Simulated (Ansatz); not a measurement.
Input, command and steps of an Ansatz relaxation.

```yaml
crystal:
  lattice:
    - [5.1506869934, 0.0, 0.0]
    - [0.0, 5.1506869934, 0.0]
    - [0.0, 0.0, 7.6168022508]
  atoms:
    - { symbol: Si, position: [0.0, 0.0, 0.0] }
    - { symbol: Si, position: [0.0, 0.5, 0.25] }
    - { symbol: Si, position: [0.5, 0.5, 0.5] }
    - { symbol: Si, position: [0.5, 0.0, 0.75] }
    - { symbol: O, position: [0.0612775457, 0.25, 0.125] }
    - { symbol: O, position: [0.25, 0.5612775457, 0.375] }
    - { symbol: O, position: [0.75, 0.4387224543, 0.375] }
    - { symbol: O, position: [0.9387224543, 0.75, 0.125] }
    - { symbol: O, position: [0.5612775457, 0.75, 0.625] }
    - { symbol: O, position: [0.75, 0.0612775457, 0.875] }
    - { symbol: O, position: [0.25, 0.9387224543, 0.875] }
    - { symbol: O, position: [0.4387224543, 0.25, 0.625] }
basis:
  ecutwfc: 420
kpoints:
  mp_grid: { grid: [6, 6, 4] }
hamiltonian:
  xc: lda
scf:
  occupations: { method: gaussian, width: 0.02 }
output:
  forces: true
  stress: true
  eigenvalues: true
  write_density: true
  write_potential: true
  elf: true
  volumetric_format: npy
relax:
  adjacent_minimum: "off"
  f_tol: 0.008
  max_steps: 40
```

```bash
ansatz run input.yaml --threads 1 --pin off --max-ram 2560MiB --backend cpu --events-out ev --progress --plain --runs-dir out
```

Computed with DFT LDA, scalar-relativistic, plane waves, PAW in Ansatz 0.2.0.

Of 5 frames 5 are shown, positions in Å and forces in eV/Å; the SCF threshold varies from step to step.

```xyz
12
Lattice="5.1507 0.0000 0.0000 0.0000 5.1507 0.0000 0.0000 0.0000 7.6168" Properties=species:S:1:pos:R:3:forces:R:3 pbc="T T T" step=1 free_energy_over_end_meV_per_atom=12.63
Si    0.0000    0.0000    0.0000    0.0000    0.0000    0.0000
Si    0.0000    2.5753    1.9042    0.0000    0.0000    0.0000
Si    2.5753    2.5753    3.8084    0.0000    0.0000    0.0000
Si    2.5753    0.0000    5.7126    0.0000    0.0000    0.0000
O     0.3156    1.2877    0.9521   -0.3001    0.0000    0.0000
O     1.2877    2.8910    2.8563    0.0000   -0.3001    0.0000
O     3.8630    2.2597    2.8563    0.0000    0.3001    0.0000
O     4.8351    3.8630    0.9521    0.3001    0.0000    0.0000
O     2.8910    3.8630    4.7605   -0.3001    0.0000    0.0000
O     3.8630    0.3156    6.6647    0.0000   -0.3001    0.0000
O     1.2877    4.8351    6.6647    0.0000    0.3001    0.0000
O     2.2597    1.2877    4.7605    0.3001    0.0000    0.0000
12
Lattice="5.1507 0.0000 0.0000 0.0000 5.1507 0.0000 0.0000 0.0000 7.6168" Properties=species:S:1:pos:R:3:forces:R:3 pbc="T T T" step=2 free_energy_over_end_meV_per_atom=10.50
Si    0.0000    0.0000    0.0000    0.0000    0.0000    0.0000
Si    0.0000    2.5753    1.9042    0.0000    0.0000    0.0000
Si    2.5753    2.5753    3.8084    0.0000    0.0000    0.0000
Si    2.5753    0.0000    5.7126    0.0000    0.0000    0.0000
O     0.3043    1.2877    0.9521   -0.2656    0.0000    0.0000
O     1.2877    2.8797    2.8563    0.0000   -0.2656    0.0000
O     3.8630    2.2710    2.8563    0.0000    0.2656    0.0000
O     4.8464    3.8630    0.9521    0.2656    0.0000    0.0000
O     2.8797    3.8630    4.7605   -0.2656    0.0000    0.0000
O     3.8630    0.3043    6.6647    0.0000   -0.2656    0.0000
O     1.2877    4.8464    6.6647    0.0000    0.2656    0.0000
O     2.2710    1.2877    4.7605    0.2656    0.0000    0.0000
12
Lattice="5.1507 0.0000 0.0000 0.0000 5.1507 0.0000 0.0000 0.0000 7.6168" Properties=species:S:1:pos:R:3:forces:R:3 pbc="T T T" step=3 free_energy_over_end_meV_per_atom=1.48
Si    0.0000    0.0000    0.0000    0.0000    0.0000    0.0000
Si    0.0000    2.5753    1.9042    0.0000    0.0000    0.0000
Si    2.5753    2.5753    3.8084    0.0000    0.0000    0.0000
Si    2.5753    0.0000    5.7126    0.0000    0.0000    0.0000
O     0.2200    1.2877    0.9521   -0.0746    0.0000    0.0000
O     1.2877    2.7953    2.8563    0.0000   -0.0746    0.0000
O     3.8630    2.3553    2.8563    0.0000    0.0746    0.0000
O     4.9307    3.8630    0.9521    0.0746    0.0000    0.0000
O     2.7953    3.8630    4.7605   -0.0746    0.0000    0.0000
O     3.8630    0.2200    6.6647    0.0000   -0.0746    0.0000
O     1.2877    4.9307    6.6647    0.0000    0.0746    0.0000
O     2.3553    1.2877    4.7605    0.0746    0.0000    0.0000
12
Lattice="5.1507 0.0000 0.0000 0.0000 5.1507 0.0000 0.0000 0.0000 7.6168" Properties=species:S:1:pos:R:3:forces:R:3 pbc="T T T" step=4 free_energy_over_end_meV_per_atom=0.04
Si    0.0000    0.0000    0.0000    0.0000    0.0000    0.0000
Si    0.0000    2.5753    1.9042    0.0000    0.0000    0.0000
Si    2.5753    2.5753    3.8084    0.0000    0.0000    0.0000
Si    2.5753    0.0000    5.7126    0.0000    0.0000    0.0000
O     0.1632    1.2877    0.9521   -0.0088    0.0000    0.0000
O     1.2877    2.7386    2.8563    0.0000   -0.0088    0.0000
O     3.8630    2.4121    2.8563    0.0000    0.0088    0.0000
O     4.9875    3.8630    0.9521    0.0088    0.0000    0.0000
O     2.7386    3.8630    4.7605   -0.0088    0.0000    0.0000
O     3.8630    0.1632    6.6647    0.0000   -0.0088    0.0000
O     1.2877    4.9875    6.6647    0.0000    0.0088    0.0000
O     2.4121    1.2877    4.7605    0.0088    0.0000    0.0000
12
Lattice="5.1507 0.0000 0.0000 0.0000 5.1507 0.0000 0.0000 0.0000 7.6168" Properties=species:S:1:pos:R:3:forces:R:3 pbc="T T T" step=5 free_energy_over_end_meV_per_atom=0.00
Si    0.0000    0.0000    0.0000    0.0000    0.0000    0.0000
Si    0.0000    2.5753    1.9042    0.0000    0.0000    0.0000
Si    2.5753    2.5753    3.8084    0.0000    0.0000    0.0000
Si    2.5753    0.0000    5.7126    0.0000    0.0000    0.0000
O     0.1522    1.2877    0.9521   -0.0010    0.0000    0.0000
O     1.2877    2.7276    2.8563    0.0000   -0.0010    0.0000
O     3.8630    2.4231    2.8563    0.0000    0.0010    0.0000
O     4.9985    3.8630    0.9521    0.0010    0.0000    0.0000
O     2.7276    3.8630    4.7605   -0.0010    0.0000    0.0000
O     3.8630    0.1522    6.6647    0.0000   -0.0010    0.0000
O     1.2877    4.9985    6.6647    0.0000    0.0010    0.0000
O     2.4231    1.2877    4.7605    0.0010    0.0000    0.0000
```

Time: 91 s on 1 thread of Oxide Virtual Turin-like Processor (Zen 5), with other jobs on the host, peak memory 0.53 GiB.